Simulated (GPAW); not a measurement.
Runs of GPAW 26.7.0 on GaN. Symmetry: P6_3mc, No. 186, hexagonal system. Conventional cell: a = 3.180 Å, b = 3.180 Å, c = 5.166 Å, α = 90.00°, β = 90.00°, γ = 120.00°. Around Ga (site symmetry 3m) lie 4 N at 1.94 to 1.95 Å. Around N (site symmetry 3m) lie 4 Ga at 1.94 to 1.95 Å. 

```tsv
task	level	potentials or basis	band path	band points	gap on the mesh (eV)	V0 of scaled cells (Å³/atom)	B0 (GPa)
band structure	PBEsol	PAW data sets generated in the run's folder for this functional, pw	GMKGALHA,LM,KH	100	2.03	-	-
equation of state	LDA	the program's PAW data sets (release 1.2.1) made for this functional, pw	-	-	-	11.51	(a)
single point	TB-mBJ	GPAW PAW data sets for LDA (gpaw-data 1.2.1), pw	-	-	3.50	-	-
equation of state	PBEsol	PAW data sets generated in the run's folder for this functional, pw	-	-	-	(b)	200
```

Alike in all rows: no spin polarisation; cell as given; k mesh 8 × 8 × 4; cutoff (eV) 800; smearing fermi-dirac 0.05 eV.

Task: Fill in the values left out.

Result: (a) 214; (b) 11.83.

Caveats: the data sets keep Ga 3d, Li 1s and Be 1s frozen, and some such compounds lay over 1.5 % in volume off other programs (some runs); the cell was scaled at fixed shape and fractional positions, which overstates the stiffness of a crystal with free parameters, most of all of layers and chains (some runs); a model potential gives levels but no total energy (some runs); the PAW data sets were made with another functional, which shifts forces and pressure a little (some runs).

A k mesh can miss the band edges, and the runs leave out spin-orbit coupling on Ga.
